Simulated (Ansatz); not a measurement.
# A convergence test on NaI (Fm-3m): k mesh of the hybrid

Aim: see how gap, energy and time of NaI (Fm-3m) follow the k mesh of the hybrid.

Program: Ansatz 0.2.0. Level of theory: DFT, HSE06, plane waves, PAW. Results are calculated unless marked as measured.

## Step 1: Starting point

The structure is cubic, space group Fm-3m (No. 225). Conventional cell: a = 6.473 Å, b = 6.473 Å, c = 6.473 Å, α = 90.00°, β = 90.00°, γ = 90.00°. Nearest to Na lie 6 I at 3.24 Å. Nearest to I lie 6 Na at 3.24 Å. Farther neighbours and most contacts between anions are not listed.

The cell and positions come from the Crystallography Open Database and are kept as given unless a step says otherwise. Spin-orbit coupling is left out unless a step names it. The default PAW set here is soft_2. Its files were made with PBE.

## Step 2: k mesh of the hybrid: 2×2×2

input.yaml reads:

```yaml
crystal:
  lattice:
    - [0.0, 3.2364, 3.2364]
    - [3.2364, 0.0, 3.2364]
    - [3.2364, 3.2364, 0.0]
  atoms:
    - { symbol: Na, position: [0.0, 0.0, 0.0] }
    - { symbol: I, position: [0.5, 0.5, 0.5] }
kpoints:
  mp_grid: { grid: [2, 2, 2] }
  band_path:
    path:
      - [0.0, 0.0, 0.0]
      - [0.5, 0.0, 0.5]
      - [0.625, 0.25, 0.625]
      - [0.375, 0.375, 0.75]
      - [0.5, 0.5, 0.5]
      - [0.5, 0.25, 0.75]
    npoints: 1
hamiltonian:
  xc: hse06
scf:
  occupations: { method: fixed }
  n_extra_bands: 4
output:
  eigenvalues: true
```

Command:

```sh
ansatz run input.yaml --threads 3 --pin off --max-ram 92160MiB --backend cuda --events-out ev --progress --plain --runs-dir out --devices 1 --max-vram 13GiB
```

Numbers of over 12 decimals in the logs are rounded to 6 here.

Output:

```text
scf.n_extra_bands = 4 over 13 filled bands (N_el = 26.0): the run solves 17 bands
exact exchange: scf.exx.singularity resolves to wigner_seitz, which cuts the screened interaction at the faces of the exchange supercell's Wigner-Seitz cell, so that each pair interacts once, at the shortest of its separations (the periodic images that this leaves out come, for a point-like exchange hole, to about 0.034 eV on a filled level). The cut falls within the interaction's reach, and what an exchange supercel [...]
GPUs: using 1 of 1 available (devices: 1).
Engine: ansatz 0.2.0, x86_64-unknown-linux-gnu
Pseudopotentials: kind: paw
Pseudopotential: Na, paw, valence charge 9, recommended cutoff 420 eV (normal), Na.paw.azcp
Pseudopotential: I, paw, valence charge 17, recommended cutoff 420 eV (normal), I.paw.azcp
Functional definition: HSE06
  parameter a = 0.25
  parameter omega = 0.11/bohr
  exchange = pbe_x - a*pbe_x_sr(omega) + a*exact_x_sr(omega)
  correlation = pbe_c
davidson cushion auto → on  (no smearing: the cushion is to keep the highest requested band from converging to the state above it; pin scf.eigensolver.cushion to override)
device memory: the entry about to start is reckoned to put 1.0 GiB on a device that reports 49.8 GiB free (of which the cap on the GPU budget leaves the run 13.0 GiB)
GPU FFT provider: cuFFT
GPU libraries: cuBLAS 13.8.2, cuFFT 12.4.0, cuSOLVER 12.3.4
Crystal: 2 atoms, lattice volume = 67.798 Å³
Basis set: ecut = 420 eV, 1363 PW (Γ)
Bands: 17, of which v1, the nominal top of the filled ones, is band 13 counted from 1 (12 counted from 0)
Symmetry: 48 space group operations
Space group: Fm-3m (ITA 225), of the structure as read, at distance tolerance 4.1e-5 Å
k-points: 3 of 8
Non-local potential: Na, projectors of the file, l = 0: 3, l = 1: 2, l = 2: 1
Non-local potential: I, projectors of the file, l = 0: 2, l = 1: 2, l = 2: 2, l = 3: 2
PAW form: soft (Blöchl's): semilocal exchange-correlation on the pseudo side does not see the compensation charge
PAW frozen core: Na, regenerated for the run's functional, and the local potential with it (the file was generated under x = pbe(κ = 0.804, μ = 0.219515), c = pbe(β = 0.066725))
PAW frozen core: I, regenerated for the run's functional, and the local potential with it (the file was generated under x = pbe(κ = 0.804, μ = 0.219515), c = pbe(β = 0.066725))
PAW one-centre angular grid: Na, 110 points (default); XC on 96 Gauss nodes
PAW one-centre angular grid: I, 590 points (default); XC on 96 Gauss nodes
Initial density: superposition of atomic densities (neutral atoms: chi_scale 0, normalization atom), corrected by the library's trained network
Initial wavefunctions: pseudopotential atomic-orbital guess
GPU buffer pool allocated for 32768 grid points (all kernels)
GPU transforms: local potential and band sums: pruned to the plane-wave sphere, on 30×32×32
Functional: x = pbe(κ = 0.804, μ = 0.219515), c = pbe(β = 0.066725), warm-up for x = pbe(κ = 0.804, μ = 0.219515) + 0.25 (exact − pbe) at short range (hse, ω = 0.207870 Å⁻¹), c = pbe(β = 0.066725); HSE06 as pw.x's `hse` composes it (authors' and Libxc's form: `xc: wpbeh`)
SCF iter   1: F=—  HF=-9001.470452 eV  |F-HF|=—  |Δ(HF+E_count)|=         —  Δρ=3.86e-3  dr2=2.64e-2  ethr=1.77e-3  ⟨swp⟩=11.3  Hψ=241  notcnv=0
preconditioner: auto → none  [insulator: Δε(μ)=3.640 eV  Ē_g=10.717 eV  n_scr=14 (ndim 8)  ℏωp=12.8 eV  f_vac=0.068]
iter 2 solved again at ethr=5.03e-6 eV; its pass at ethr=1.02e-4 eV (dr2=1.31e-3 eV) is discarded
SCF iter   2: F=—  HF=-9001.463589 eV  |F-HF|=—  |Δ(HF+E_count)|=   6.86e-3  Δρ=1.23e-3  dr2=1.29e-3  ethr=5.03e-6  ⟨swp⟩=3.7  Hψ=259  notcnv=0  defer=1
SCF iter   3: F=-9001.464035 eV  HF=-9001.463908 eV  |F-HF|=1.27e-4  |Δ(HF+E_count)|=   3.19e-4  Δρ=4.79e-4  dr2=1.56e-4  ethr=4.97e-6  ⟨swp⟩=3.0  Hψ=135  notcnv=0
SCF 1 stopped early in 3 iterations: F = -9001.464035 eV  dr2 = 1.56e-4
[...]
Frozen-core exchange: fock
SCF iter   1: F=—  HF=-9006.495080 eV  |F-HF|=—  |Δ(HF+E_count)|=         —  Δρ=3.74e-3  dr2=5.82e-3  ethr=6.01e-6  ⟨swp⟩=5.3  Hψ=223  notcnv=0
preconditioner: auto → none  [insulator: Δε(μ)=4.682 eV  Ē_g=12.041 eV  n_scr=14 (ndim 8)  ℏωp=12.8 eV  f_vac=0.103]
SCF iter   2: F=—  HF=-9006.492512 eV  |F-HF|=—  |Δ(HF+E_count)|=   2.57e-3  Δρ=8.27e-4  dr2=5.24e-4  ethr=6.01e-6  ⟨swp⟩=3.0  Hψ=143  notcnv=0
SCF iter   3: F=—  HF=-9006.494677 eV  |F-HF|=—  |Δ(HF+E_count)|=   2.16e-3  Δρ=4.97e-4  dr2=1.02e-4  ethr=1.36e-6  ⟨swp⟩=4.0  Hψ=156  notcnv=0
SCF iter   4: F=—  HF=-9006.494677 eV  |F-HF|=—  |Δ(HF+E_count)|=   4.04e-7  Δρ=1.25e-4  dr2=7.10e-6  ethr=3.74e-7  ⟨swp⟩=3.0  Hψ=137  notcnv=0
SCF iter   5: F=-9006.494696 eV  HF=-9006.494696 eV  |F-HF|=3.55e-8  |Δ(HF+E_count)|=   1.86e-5  Δρ=2.42e-5  dr2=3.11e-7  ethr=2.21e-8  ⟨swp⟩=4.0  Hψ=141  notcnv=0
SCF 2 stopped early in 5 iterations: F = -9006.494696 eV  dr2 = 3.11e-7
hybrid outer 1: dexx = +2.193e-3 eV, tail = 8.61e-6 eV
GPU FFT provider: cuFFT
GPU libraries: cuBLAS 13.8.2, cuFFT 12.4.0, cuSOLVER 12.3.4
GPU buffer pool allocated for 32768 grid points (all kernels)
GPU transforms: local potential and band sums: pruned to the plane-wave sphere, on 30×32×32
Exchange kernel: α = 0.2500, screened, ω = 0.2079 Å⁻¹, Wigner–Seitz truncation, v(0) = 804.4159 eV·Å³, q-mesh 2×2×2, nearest image of the exchange supercell L = 9.15 Å, pair-density grid 18×18×18, without the augmentation charges, whose exchange is taken in its separable form by FFT convolution over the k-point mesh (sized by the pseudopotential files, 25×25×25 at the most), smooth part of the exact exchange by density-matrix convolution in up to 284.3 MiB of GPU memory as planned if the GPU has room (build and FFT work areas not counted)
Frozen-core exchange: fock
SCF iter   1: F=—  HF=-9006.494597 eV  |F-HF|=—  |Δ(HF+E_count)|=         —  Δρ=4.31e-5  dr2=8.09e-7  ethr=1.66e-7  ⟨swp⟩=2.7  Hψ=118  notcnv=0
preconditioner: auto → none  [insulator: Δε(μ)=4.716 eV  Ē_g=12.047 eV  n_scr=14 (ndim 8)  ℏωp=12.8 eV  f_vac=0.114]
iter 2 solved again at ethr=4.96e-11 eV; its pass at ethr=2.92e-9 eV (dr2=1.29e-8 eV) is discarded
SCF iter   2: F=-9006.494597 eV  HF=-9006.494597 eV  |F-HF|=1.49e-8  |Δ(HF+E_count)|=   3.39e-7  Δρ=5.78e-6  dr2=2.32e-8  ethr=4.96e-11  ⟨swp⟩=3.3  Hψ=277  notcnv=0
SCF 3 converged in 2 iterations: F = -9006.494597 eV  dr2 = 2.32e-8
hybrid outer 2: dexx = +9.749e-8 eV, tail = 7.58e-8 eV, Δε = 2.99e-3 eV (about 3.82e-4 eV left of the loop's levels)
device memory: the entry about to start is reckoned to put 0.4 GiB on a device that reports 54.5 GiB free (of which the cap on the GPU budget leaves the run 13.0 GiB)
NSCF: frozen V_eff on 6 k-points
hybrid SCF converged: 2 outer / 7 inner (+3 warm-up), last move |dexx| = 9.75e-8 eV, tail = 7.58e-8 eV
Stability not checked: this state was not tested for a lower state beside it, because the functional holds exact exchange (a hybrid, or Hartree-Fock), whose exchange loop this test does not read (fock_operator; see scf.lower_state_search)
Free energy (F): -9006.494597 eV
Frozen-core exchange: fock
Harris-Foulkes:  -9006.494597 eV  (|F-HF|=1.49e-8)
Internal energy: -9006.494597 eV  (E = F + TS)
E sigma→0 (E₀):  -9006.494597 eV
Fermi energy:    2.444728 eV
--- Per-component energies (eV) ---
  E_band       = -675.878725
  E_kinetic    = 311.478592
  E_local      = -3356.260470  (includes V_loc(G=0)·N_el)
  E_nonlocal   = 25.402929
  E_hartree    = 1524.730310
  E_xc         = -135.225452
  E_vxc        = -143.770233  (∫ρ·V_xc dr)
  E_exx        = -93.386498  (= α·E_x^exact, valence–valence)
  E_paw        = -5024.992419  (= ΣΔE_a)
  E_vpaw       = -375.409387  (= ΣTr[D̂ρ^β])
  E_aug_tail   = -0.000038  (compensation charges beyond the density's cutoff)
  E_ewald      = -2257.850118
  E_core_change = -0.391433  (= ΣΔE_core)
  E_smearing   = -0.000000  (= −TS)
  E_closure    = -0.000000  (closes the sum)
  Σ components = -9006.494597   (vs F -9006.494597, Δ=1.82e-12)
--- Band table (eV) ---
  k-point 0: bands = [... 9 lower, -9.4094, 2.4447, 2.4447, 2.4447, 7.1599, 11.4435, 11.4435, 11.4435]
  k-point 1: bands = [... 9 lower, -9.0575, 0.1627, 2.1464, 2.1464, 8.5391, 10.9510, 10.9510, 12.4473]
  k-point 2: bands = [... 9 lower, -8.9684, 0.4399, 1.6564, 1.6564, 7.9410, 8.9518, 13.5471, 15.0034]
```

Run time: 6.9 s. Hardware: 1 × NVIDIA H100 80GB HBM3 (shared by 6 runs) with 3 threads of AMD EPYC 7R13 (Zen 3), shared host; peak memory 1 GiB.

This step gave:

| Item | Value |
| --- | --- |
| gap | 4.715 eV |
| valence top at | Γ |
| conduction bottom at | Γ |
| least direct gap | 4.715 eV |
| exact-exchange fraction | 0.25 |

The gap is direct, at Γ.

## Step 3: k mesh of the hybrid: 4×4×4

input.yaml, as its differences from that of step 2:

```diff
@@ -9,3 +9,3 @@
 kpoints:
-  mp_grid: { grid: [2, 2, 2] }
+  mp_grid: { grid: [4, 4, 4] }
   band_path:
```

Output:

```text
[...]
GPUs: using 1 of 1 available (devices: 1).
[...]
GPU FFT provider: cuFFT
GPU libraries: cuBLAS 13.8.2, cuFFT 12.4.0, cuSOLVER 12.3.4
Crystal: 2 atoms, lattice volume = 67.798 Å³
Basis set: ecut = 420 eV, 1363 PW (Γ)
Bands: 17, of which v1, the nominal top of the filled ones, is band 13 counted from 1 (12 counted from 0)
[... 1 set-up line as in the run before ...]
[...]
k-points: 8 of 64
[...]
Internal energy: -9006.879621 eV  (E = F + TS)
E sigma→0 (E₀):  -9006.879621 eV
Fermi energy:    2.335557 eV
[...]
--- Band table (eV; the first three rows and the last of 8) ---
  k-point 0: bands = [... 9 lower, -9.6119, 2.3356, 2.3356, 2.3356, 7.0113, 11.3558, 11.3558, 11.3558]
  k-point 1: bands = [... 9 lower, -9.4405, 0.9837, 2.1774, 2.1774, 8.2951, 10.9306, 11.4198, 11.4198]
  k-point 2: bands = [... 9 lower, -9.2539, 0.0054, 2.0314, 2.0314, 8.4083, 10.8802, 10.8802, 12.3682]
  k-point 7: bands = [... 9 lower, -9.1540, 0.8258, 0.8258, 1.3551, 9.2511, 10.8705, 10.8705, 11.4005]
[key lines of the parts left out:]
Free energy (F): -9006.879621 eV
```

It took 12 s on 1 × NVIDIA H100 80GB HBM3 (shared by 6 runs) with 3 threads; peak memory 1.1 GiB.

Numbers from this step:

```
gap                  : 4.676 eV
valence top at       : Γ
conduction bottom at : Γ
least direct gap     : 4.676 eV
```

The gap is 4.676 eV, −0.040 eV from the run before at this level.

## Step 4: k mesh of the hybrid: 6×6×6

input.yaml, as its differences from that of step 3:

```diff
@@ -9,3 +9,3 @@
 kpoints:
-  mp_grid: { grid: [4, 4, 4] }
+  mp_grid: { grid: [6, 6, 6] }
   band_path:
```

Output:

```text
[...]
GPUs: using 1 of 1 available (devices: 1).
[...]
GPU FFT provider: cuFFT
GPU libraries: cuBLAS 13.8.2, cuFFT 12.4.0, cuSOLVER 12.3.4
Crystal: 2 atoms, lattice volume = 67.798 Å³
Basis set: ecut = 420 eV, 1363 PW (Γ)
Bands: 17, of which v1, the nominal top of the filled ones, is band 13 counted from 1 (12 counted from 0)
[... 1 set-up line as in the run before ...]
[...]
k-points: 16 of 216
[...]
Internal energy: -9006.884072 eV  (E = F + TS)
E sigma→0 (E₀):  -9006.884072 eV
Fermi energy:    2.333373 eV
[...]
--- Band table (eV; the first three rows and the last of 16) ---
  k-point 0: bands = [... 9 lower, -9.6168, 2.3334, 2.3334, 2.3334, 7.0069, 11.3535, 11.3535, 11.3535]
  k-point 1: bands = [... 9 lower, -9.5327, 1.5790, 2.2524, 2.2524, 7.8219, 10.8403, 11.5627, 11.5627]
  k-point 2: bands = [... 9 lower, -9.3541, 0.4648, 2.1004, 2.1004, 8.4408, 11.1456, 11.1456, 11.5029]
  k-point 15: bands = [... 9 lower, -9.1610, 0.5368, 1.1476, 1.3944, 8.7582, 9.8274, 12.0214, 12.1513]
[key lines of the parts left out:]
Free energy (F): -9006.884072 eV
```

The job ended after 20 s (1 × NVIDIA H100 80GB HBM3 (shared by 6 runs) with 3 threads; peak memory 1.2 GiB; 20 s of CPU time).

Numbers from this step:

```yaml
gap: 4.674 eV
valence_top_at: Γ
conduction_bottom_at: Γ
least_direct_gap: 4.674 eV
```

The gap is 4.674 eV, −0.002 eV from the run before at this level.

## Step 5: The series

Differences are against the last row; a negative gap means that bands overlap, and a run with a band path holds that path's time. Times are wall times on 1 × NVIDIA H100 80GB HBM3 (shared by 6 runs) with 3 threads of AMD EPYC 7R13 (Zen 3), shared host, good to a factor of about two.

```
k mesh of the hybrid  gap (eV)  direct gap (eV)  gap error (eV)  energy error (meV/atom)  irreducible k   time
               2×2×2     4.715            4.715          +0.042                   +194.7              3  6.9 s
               4×4×4     4.676            4.676          +0.002                     +2.2              8   12 s
               6×6×6     4.674            4.674          +0.000                     +0.0             16   20 s
```

## Step 6: Results

- 2×2×2: 4.715 eV
- 4×4×4: 4.676 eV
- 6×6×6: 4.674 eV

**Reading.** The gap holds to 0.02 eV from 4×4×4 on. At 2×2×2 the gap is off by +0.042 eV and the energy by +195 meV/atom. The gap is read over the mesh and added points near the edges, so meshes differ mainly through the density and, for a hybrid, the exchange operator.

[Paths, hosts, dates, memory and timing lines, banners, echoed tables and standing remarks are left out of the program output.]

[Logs are printed without paths, hosts, clocks, repeated set-up lines and the standing remarks that a program may print on its own settings, such as how far it seeks lower states.]

[Runs of the session that timed out or met a known fault of the program may be left out.]

[Cells called generated may have been cut or substituted from an entry of the Crystallography Open Database or the Materials Project.]

[Hosts, paths, dates, database ids (printed as entryN), source tags and the programs' standing remarks are cut or masked in the printed files.]
